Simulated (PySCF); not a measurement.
Crystal: CdSe (Cadmoselite).

```xyz
4
Lattice="4.3000 0.0000 0.0000 -2.1500 3.7239 0.0000 0.0000 0.0000 7.0200" Properties=species:S:1:pos:R:3 pbc="T T T"
Cd    2.1500    1.2413    3.5100
Cd    0.0000    2.4826    0.0000
Se    2.1500    1.2413    6.2127
Se    0.0000    2.4826    2.7027
```

Base run:

```yaml
Program: PySCF 2.14.0
Functional: PBE
Potentials_or_basis: DZVP-MOLOPT-SR/GTH-PBE (potentials made for PBE)
k_mesh: 7 × 7 × 4
Occupations: fermi-dirac, width 0.05 eV
Spin: no spin polarisation
```

Its results: band gap on the k mesh 0.71 eV, direct.

Task: The run is repeated on the same cell with these changes: functional from PBE to PBEsol. What comes out?

Result: Band gap on the k mesh 0.55 eV, direct.

Caveats: an odd mesh through Γ misses points on the zone boundary, where band edges often lie; the basis of atomic orbitals isn't converged, which shifts pressures, moduli and gaps.

Not every run made on this cell is shown here.
